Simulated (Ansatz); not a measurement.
**ZnTe, pressure series**

Take ZnTe in the zinc blende structure (space group F-43m, No. 216) as the base.

Space group F-43m (No. 216); a = b = c = 6.1792 Å, α = β = γ = 90.00°

```
atom  site  symmetry       x       y       z
----  ----  --------  ------  ------  ------
Te      4c      -43m  0.2500  0.2500  0.2500
Zn      4a      -43m  0.0000  0.0000  0.0000
```
(The calculation used a cell of 2 atoms; values per cell refer to that cell.)

Cell and atoms are relaxed at each pressure.

Method: PBE (Ansatz, an electronic-structure program), no spin-orbit coupling, earlier PAW set.

```csv
pressure (GPa),volume per atom (Å³/atom)
-2,31.083
-1,30.232
0,29.492
3,27.774
7,26.116
15,?
30,21.298
50,19.224
75,17.539
```

Fit the third-order Birch–Murnaghan form P(V) = (3B₀/2)[(V₀/V)^(7/3) − (V₀/V)^(5/3)]·[1 + (3/4)(B₀′ − 4)((V₀/V)^(2/3) − 1)] (squares taken in P) to the rows shown and predict the withheld row.

Least squares on the printed values gives V₀ = 29.499 Å³/atom, B₀ = 43.9 GPa, B₀′ = 4.5; this predicts 23.875 Å³/atom, and the run gives 23.866 Å³/atom, 0.009 lower.

Load acts through the strain it causes; cell and atoms are relaxed under it. Whether these cells are dynamically stable was not tested. Measured, ZnTe leaves this structure (for cinnabar) near 9.5 GPa (temperature not stated; as listed in Datta, Sujoy, Jana, Debnarayan, arXiv (2020)), on rising pressure, with hysteresis.
